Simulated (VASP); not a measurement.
CoO, 2 atoms in the cell. The structure is cubic, space group Fm-3m (No. 225). The conventional cell has a = 4.263 Å, b = 4.263 Å, c = 4.263 Å, α = 90.00°, β = 90.00°, γ = 90.00°. Co (site symmetry m-3m) has 6 O at 2.13 Å as nearest neighbours. Around O (site symmetry m-3m) lie 6 Co at 2.13 Å. 

* Program: VASP 6.6.1
* Task: relaxation of cell and atoms
* Functional: SCAN
* Potentials or basis: VASP PAW PBE potentials, release 64 (Co, O)
* Cutoff: 600 eV
* k mesh: 8 × 8 × 8
* Occupations: fermi-dirac, width 0.05 eV
* Spin: collinear spin, ferromagnetic start
* Starting moments: [2.0, 0.0] μB
* Further INCAR settings: ALGO = Normal; EDIFF = 1e-06; IBRION = 2; EDIFFG = -0.01; NSW = 40; ISIF = 3

Potentials or basis: VASP PAW PBE potentials, release 64 (Co, O).

Launch:

```console
$ cat potpaw_PBE.64/Co/POTCAR potpaw_PBE.64/O/POTCAR > POTCAR
$ mpirun -np 1 vasp_std > vasp.out
```

Hardware: 1 thread of AMD EPYC 9R45 96-Core Processor (Zen 5) (shared host).

How long does it take, and how much memory?

Run time: 2.8 min on 1 thread of AMD EPYC 9R45 96-Core Processor (Zen 5), on a shared host, peak memory 0.14 GiB. Counts: scf iterations 56, k points 29, ion steps 4.
